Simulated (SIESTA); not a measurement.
**ZnO (zincite) under changes of volume**

One of the cells (12.138 Å³/atom); the others are scaled copies at fixed shape and fractional positions:

```
Zn O
1.0
     3.27083    0.00000    0.00000
    -1.63541    2.83262    0.00000
     0.00000    0.00000    5.24018
Zn O
2 2
Cartesian
  1.6354 0.9442 0.0000
  0.0000 1.8884 2.6201
  0.0000 1.8884 4.6062
  1.6354 0.9442 1.9861
```

* Program: SIESTA 5.4.2
* Functional: PBE
* Potentials or basis: PseudoDojo 0.4 standard (PBE files)
* Basis: DZP (energy shift 0.002 Ry)
* Grid cutoff: 800 Ry
* Energy shift: 0.002 Ry
* k mesh: 9 × 9 × 5
* Occupations: fermi-dirac, width 0.05 eV
* Spin: no spin polarisation

```csv
volume (Å³/atom),energy over the lowest point (meV/atom),pressure (GPa),gap on the mesh (eV),largest force (eV/Å)
11.186,63.87,17.6,1.26,0.156
11.424,?,?,?,?
11.662,22.56,10.1,1.20,0.139
12.138,3.09,3.5,1.13,0.122
12.376,0.00,0.6,1.10,0.103
12.614,0.94,-1.8,1.07,0.091
```

Problem. What does the run at 11.424 Å³/atom give?

Solution. Energy over the lowest point 40.46 meV/atom; pressure 14.0 GPa; gap on the mesh 1.23 eV; largest force 0.151 eV/Å.

Worked out: A Birch-Murnaghan fit of order 3 (a polynomial in V^(-2/3)) to the other rows has its minimum at 12.44 Å³/atom with B0 = V·E''(V) = 132 GPa and B' = 4.8 at fixed shape and positions, which overstates the stiffness. It gives 40.18 meV/atom at 11.424 Å³/atom, against the run's 40.46, and -dE/dV = 13.8 GPa, against 14.0. A straight line through the other rows of the gap, of slope -1.6 eV per unit of ln V (its deformation potential), gives 1.23 eV, against the run's 1.23.

Energies are extrapolated to zero smearing.

Caveats: semicore shells carry a single zeta, which can move pressures by several GPa and volumes by a few percent; the valence orbitals were made in a potential fitted to the semicore shell under them, which widens gaps by tenths of an eV or more; an odd mesh through Γ misses points on the zone boundary, where band edges often lie; the basis of atomic orbitals isn't converged, which shifts pressures, moduli and gaps.
